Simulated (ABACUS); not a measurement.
**MgO in ABACUS: the effect of exact exchange share**

Crystal: MgO.

```
Mg O
1.0
     0.00000    2.09700    2.09700
     2.09700    0.00000    2.09700
     2.09700    2.09700    0.00000
Mg O
1 1
Direct
  0.00000 0.00000 0.00000
  0.50000 0.50000 0.50000
```

The cell is a database's computed one.

Alike in all runs:

| Item | Value |
| --- | --- |
| Program | ABACUS 3.10.1 |
| Task | single point |
| Potentials or basis | SG15 ONCV 1.2 PBE |
| Cutoff | 1361 eV |
| Density cutoff | 5442 eV |
| Basis | DZP LCAO (the cutoffs set its grid) |
| k mesh | 5 × 5 × 5 |
| Occupations | fermi-dirac, width 0.05 eV |
| Spin | no spin polarisation |

```csv
exact exchange share,functional,gap on the mesh (eV)
0,PBE,4.86
0.1,"HSE-type (share 0.1, screening 0.11/bohr)",5.51
0.25,"HSE-type (share 0.25, screening 0.11/bohr)",?
```

Problem. What does the run with exact exchange share 0.25 give?

Solution. gap on the mesh 6.51 eV.

Caveats: all runs use coarse meshes; the atomic orbitals were generated for these runs and aren't a published set; the basis of atomic orbitals isn't converged, which shifts pressures, moduli and gaps; gaps of hybrids in this basis differ from plane-wave ones by up to 0.1 eV (some runs).

